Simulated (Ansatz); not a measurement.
# As (P-1) in Ansatz: convergence with scf convergence dr2 threshold

Aim: find how far scf convergence dr2 threshold must go before the results for As settle, at PBE. This setting moves, with any that are tied to it; all else stays.

Program: Ansatz 0.2.0. These are calculated values, not measurements. Logs are shortened: lines on timing, memory, paths and dates and some standing lists are left out, and cuts for length are marked.

## 1. The structure

The typed cell holds 1 atom: a = 2.999 Å, b = 2.598 Å, c = 2.582 Å, α = 78.73°, β = 76.84°, γ = 93.49°.

## 2. With scf convergence dr2 threshold 0.01

Contents of input.yaml:

```yaml
crystal:
  lattice:
    - [2.9794804, -0.10061659, 0.32377096]
    - [-0.10061659, 2.58301288, 0.26188432]
    - [0.32377096, 0.26188432, 2.54855196]
  atoms:
    - { symbol: As, position: [0.5, 0.5, 0.5] }
hamiltonian:
  xc: pbe
  pseudopotentials: { kind: nc, accuracy: stringent }
kpoints:
  mp_grid: { grid: [7, 8, 8] }
scf:
  occupations: { method: gaussian, width: 0.1 }
  convergence: { dr2_threshold: 0.01 }
output:
  forces: true
  stress: true
  eigenvalues: true
```

Potentials or basis: PseudoDojo stringent (PBE files).

Command:

```bash
$ ansatz run input.yaml --threads 2 --pin off --max-ram 5632MiB --backend cpu --events-out ev --progress --plain --runs-dir out
```

Wall time 5.7 s (2 threads of Arm Neoverse V2, shared host); peak memory 0.48 GiB.

Results:

```yaml
Free_energy: -8306.0016 eV
Pressure: 7.6 GPa
Band_gap_on_the_k_mesh: none (metal or under the smearing width)
```

## 3. With scf convergence dr2 threshold 0.001

input.yaml, as its differences from that of step 2:

```diff
@@ -14,3 +14,3 @@
   occupations: { method: gaussian, width: 0.1 }
-  convergence: { dr2_threshold: 0.01 }
+  convergence: { dr2_threshold: 0.001 }
 output:
```

Potentials or basis: PseudoDojo stringent (PBE files).

Command:

```bash
$ ansatz run input.yaml --threads 2 --pin off --max-ram 5632MiB --backend cpu --events-out ev --progress --plain --runs-dir out
```

It took 5.7 s on 2 threads of Arm Neoverse V2, shared host; peak memory 0.48 GiB.

What came out:

```
Free energy            : -8306.0016 eV
Pressure               : 7.6 GPa
Band gap on the k mesh : none (metal or under the smearing width)
```

## 4. With scf convergence dr2 threshold 0.0001

input.yaml, as its differences from that of step 3:

```diff
@@ -14,3 +14,3 @@
   occupations: { method: gaussian, width: 0.1 }
-  convergence: { dr2_threshold: 0.001 }
+  convergence: { dr2_threshold: 0.0001 }
 output:
```

Command:

```bash
$ ansatz run input.yaml --threads 2 --pin off --max-ram 5632MiB --backend cpu --events-out ev --progress --plain --runs-dir out
```

It took 5.7 s on 2 threads of Arm Neoverse V2, shared host; peak memory 0.48 GiB.

What came out:

| Quantity | Value |
| --- | --- |
| Free energy | -8306.0016 eV |
| Pressure | 7.6 GPa |
| Band gap on the k mesh | none (metal or under the smearing width) |

## 5. With scf convergence dr2 threshold 1e-05

input.yaml, as its differences from that of step 4:

```diff
@@ -14,3 +14,3 @@
   occupations: { method: gaussian, width: 0.1 }
-  convergence: { dr2_threshold: 0.0001 }
+  convergence: { dr2_threshold: 1.0e-05 }
 output:
```

Command:

```bash
$ ansatz run input.yaml --threads 2 --pin off --max-ram 5632MiB --backend cpu --events-out ev --progress --plain --runs-dir out
```

Wall time 6.7 s (2 threads of Arm Neoverse V2, shared host); peak memory 0.48 GiB.

Results:

```
Free energy            : -8306.0016 eV
Pressure               : 7.6 GPa
Band gap on the k mesh : none (metal or under the smearing width)
```

## 6. With scf convergence dr2 threshold 1e-06

input.yaml, as its differences from that of step 5:

```diff
@@ -14,3 +14,3 @@
   occupations: { method: gaussian, width: 0.1 }
-  convergence: { dr2_threshold: 1.0e-05 }
+  convergence: { dr2_threshold: 1.0e-06 }
 output:
```

Potentials or basis: PseudoDojo stringent (PBE files).

Command:

```bash
$ ansatz run input.yaml --threads 2 --pin off --max-ram 5632MiB --backend cpu --events-out ev --progress --plain --runs-dir out
```

Run time: 6 s. Hardware: 2 threads of Arm Neoverse V2, shared host; peak memory 0.48 GiB.

Results (log left out):

```
Free energy            : -8306.0016 eV
Pressure               : 7.6 GPa
Band gap on the k mesh : none (metal or under the smearing width)
```

## 7. With scf convergence dr2 threshold 1e-07

input.yaml, as its differences from that of step 6:

```diff
@@ -14,3 +14,3 @@
   occupations: { method: gaussian, width: 0.1 }
-  convergence: { dr2_threshold: 1.0e-06 }
+  convergence: { dr2_threshold: 1.0e-07 }
 output:
```

Command:

```bash
$ ansatz run input.yaml --threads 2 --pin off --max-ram 5632MiB --backend cpu --events-out ev --progress --plain --runs-dir out
```

Wall time 5.7 s (2 threads of Arm Neoverse V2, shared host); peak memory 0.48 GiB.

Results (log left out):

```
Free energy            : -8306.0016 eV
Pressure               : 7.6 GPa
Band gap on the k mesh : none (metal or under the smearing width)
```

## 8. With scf convergence dr2 threshold 1e-09

input.yaml, as its differences from that of step 7:

```diff
@@ -14,3 +14,3 @@
   occupations: { method: gaussian, width: 0.1 }
-  convergence: { dr2_threshold: 1.0e-07 }
+  convergence: { dr2_threshold: 1.0e-09 }
 output:
```

Command:

```bash
$ ansatz run input.yaml --threads 2 --pin off --max-ram 5632MiB --backend cpu --events-out ev --progress --plain --runs-dir out
```

Wall time 6.4 s (2 threads of Arm Neoverse V2, shared host); peak memory 0.48 GiB.

The run converged. Its results:

* Free energy: -8306.0016 eV
* Pressure: 7.6 GPa
* Band gap on the k mesh: none (metal or under the smearing width)

## 9. With scf convergence dr2 threshold 1e-11

input.yaml, as its differences from that of step 8:

```diff
@@ -14,3 +14,3 @@
   occupations: { method: gaussian, width: 0.1 }
-  convergence: { dr2_threshold: 1.0e-09 }
+  convergence: { dr2_threshold: 1.0e-11 }
 output:
```

Potentials or basis: PseudoDojo stringent (PBE files).

Command:

```bash
$ ansatz run input.yaml --threads 2 --pin off --max-ram 5632MiB --backend cpu --events-out ev --progress --plain --runs-dir out
```

The program printed:

```text
Warning: RAYON_NUM_THREADS=2 ignored (pool sized by the plan → 2); use --threads N
Engine: ansatz 0.2.0, aarch64-unknown-linux-gnu
Pseudopotentials: kind: nc
Pseudopotential: As, nc, valence charge 23, recommended cutoff 1414.992085 eV (normal), As.nc.azcp (PseudoDojo's, or run here from an input of PseudoDojo's; its table is named by hamiltonian.pseudopotentials.accuracy)
Functional definition: PBE
  parameter kappa = 0.804
  parameter beta = 0.06672455060314922
  exchange = pbe_x(kappa = kappa, mu = beta*pi^2/3)
  correlation = pbe_c(beta = beta)
Crystal: 1 atoms, lattice volume = 19.096 Å³
Basis set: ecut = 1414.992085 eV, 2295 PW (Γ), exchange–correlation on 80×64×64 points (8 copies of the dense FFT grid, shifted against one another)
Bands: 16, of which v1, the nominal top of the filled ones, is band 12 counted from 1 (11 counted from 0)
Symmetry: 2 space group operations
Space group: P-1 (ITA 2), of the structure as read, at distance tolerance 2.7e-5 Å
k-points: 226 of 448
Non-local potential: As, projectors of the file, l = 0: 2, l = 1: 2, l = 2: 2
Initial density: superposition of atomic densities (chi_scale 0.1, normalization cell)
Initial wavefunctions: pseudopotential atomic-orbital guess
Functional: x = pbe(κ = 0.804, μ = 0.2195149727645171), c = pbe(β = 0.06672455060314922)
SCF iter   1: F=—  HF=-8306.001381 eV  |F-HF|=—  |Δ(HF+E_count)|=         —  Δρ=1.55e-2  dr2=3.23e-2  ethr=3.10e-3  ⟨swp⟩=5.8  Hψ=20004  notcnv=0
preconditioner: auto → none  [metal: Δε(μ)=0.021 eV  Ē_g=15.305 eV  σ=0.100 eV  W_gap=0.12  n_scr=6 (ndim 8)  ℏωp=19.0 eV  f_vac=0.000  D(μ)=0.63/eV (n_scr^D=2)  sad-step TF]
SCF iter   2: F=—  HF=-8306.001601 eV  |F-HF|=—  |Δ(HF+E_count)|=   2.20e-4  Δρ=1.03e-2  dr2=1.41e-2  ethr=1.40e-4  ⟨swp⟩=1.4  Hψ=5568  notcnv=0
SCF iter   3: F=—  HF=-8306.001276 eV  |F-HF|=—  |Δ(HF+E_count)|=   3.25e-4  Δρ=9.33e-4  dr2=7.71e-5  ethr=6.14e-5  ⟨swp⟩=2.0  Hψ=3960  notcnv=0
SCF iter   4: F=—  HF=-8306.001581 eV  |F-HF|=—  |Δ(HF+E_count)|=   3.05e-4  Δρ=4.84e-4  dr2=1.41e-5  ethr=3.35e-7  ⟨swp⟩=2.1  Hψ=5899  notcnv=0
SCF iter   5: F=—  HF=-8306.001584 eV  |F-HF|=—  |Δ(HF+E_count)|=   2.58e-6  Δρ=6.36e-5  dr2=5.82e-7  ethr=6.12e-8  ⟨swp⟩=2.2  Hψ=5623  notcnv=0
SCF iter   6: F=—  HF=-8306.001593 eV  |F-HF|=—  |Δ(HF+E_count)|=   8.85e-6  Δρ=2.60e-5  dr2=5.04e-8  ethr=2.53e-9  ⟨swp⟩=2.1  Hψ=4381  notcnv=0  defer=3
SCF iter   7: F=—  HF=-8306.001593 eV  |F-HF|=—  |Δ(HF+E_count)|=   1.52e-8  Δρ=7.11e-6  dr2=3.12e-9  ethr=2.19e-10  ⟨swp⟩=2.1  Hψ=4212  notcnv=0  defer=3
SCF iter   8: F=—  HF=-8306.001593 eV  |F-HF|=—  |Δ(HF+E_count)|=  6.13e-10  Δρ=9.91e-7  dr2=5.66e-11  ethr=1.36e-11  ⟨swp⟩=2.4  Hψ=5819  notcnv=0  defer=3
SCF iter   9: F=-8306.001593 eV  HF=-8306.001593 eV  |F-HF|=0.00e0  |Δ(HF+E_count)|=  2.55e-11  Δρ=7.59e-8  dr2=3.51e-13  ethr=1.00e-12  ⟨swp⟩=8.5  Hψ=17719  notcnv=0
SCF 1 converged in 9 iterations: F = -8306.001593 eV  dr2 = 3.51e-13
SCF converged after 9 iterations
Free energy (F): -8306.001593 eV
Harris-Foulkes:  -8306.001593 eV  (|F-HF|=0.00e0)
Internal energy: -8305.998635 eV  (E = F + TS)
E sigma→0 (E₀):  -8306.000114 eV
Entropy (-TS):   -0.002957 eV (-2.957 meV/atom)
Fermi energy:    13.555992 eV
--- Per-component energies (eV) ---
  E_band       = -1221.420139
  E_kinetic    = 3706.638236
  E_local      = -8283.130963  (includes V_loc(G=0)·N_el)
  E_nonlocal   = -2105.709087
  E_hartree    = 3166.341445
  E_xc         = -752.701216
  E_vxc        = -871.901263  (∫ρ·V_xc dr)
  E_ewald      = -4037.437050
  E_smearing   = -0.002957  (= −TS)
  E_closure    = -0.000000  (closes the sum)
  Σ components = -8306.001593   (vs F -8306.001593, Δ=0.00e0)
--- Forces (eV/Å), atoms counted from 1 ---
  atom   1  As     0.00000000     0.00000000     0.00000000
  max |Σ_I F_I| component: 0.00e0 eV/Å
--- Stress (GPa, compression-positive) ---
       -6.316055      -1.051748      -1.297581
       -1.051748      13.552287      -5.342010
       -1.297581      -5.342010      15.427655
  P = ⅓ Tr σ = 7.5546 GPa (75.546 kbar)
--- Band table (eV; the first three rows and the last of 226) ---
  k-point 0: bands = ["-171.9287", "-115.3182", "-115.3142", "-115.3004", "-22.4211", "-22.3655", "-22.2882", "-22.2807", "-22.2752", "-1.5911", "15.2271", "19.6002", "20.4969", "21.0798", "24.4448", "27.0694"]
  k-point 1: bands = ["-171.9287", "-115.3186", "-115.3142", "-115.3004", "-22.4069", "-22.3592", "-22.2942", "-22.2829", "-22.2772", "-1.2251", "15.2380", "17.2850", "19.9737", "21.1190", "25.6600", "28.7774"]
  k-point 2: bands = ["-171.9286", "-115.3195", "-115.3141", "-115.3006", "-22.3896", "-22.3291", "-22.3079", "-22.2917", "-22.2769", "-0.1414", "12.6180", "15.6465", "20.1524", "22.4595", "26.0501", "27.1962"]
  k-point 225: bands = ["-171.9287", "-115.3187", "-115.3144", "-115.3006", "-22.3924", "-22.3297", "-22.2969", "-22.2941", "-22.2809", "0.9623", "7.5675", "17.5411", "19.4846", "26.9671", "28.3139", "29.0956"]
```

Wall time 7.1 s (2 threads of Arm Neoverse V2, shared host); peak memory 0.48 GiB.

What came out:

- Free energy: -8306.0016 eV
- Pressure: 7.6 GPa
- Band gap on the k mesh: none (metal or under the smearing width)

## 10. Summary

```tsv
scf convergence dr2 threshold	energy less the tightest run, at zero smearing (meV/atom)	SCF cycles	CPU time (s)	peak memory (GiB)
0.01	0.01	3	11	0.48
0.001	0.01	3	11	0.48
0.0001	0.00	4	11	0.48
1e-05	0.00	5	13	0.48
1e-06	0.00	5	12	0.48
1e-07	0.00	6	11	0.48
1e-09	0.00	8	13	0.48
1e-11	0.00	9	14	0.48
```

Against the tightest run, the energy stays within 1 meV/atom from 0.01 on. The tightest run that finished is the yardstick and may itself not be fully converged.
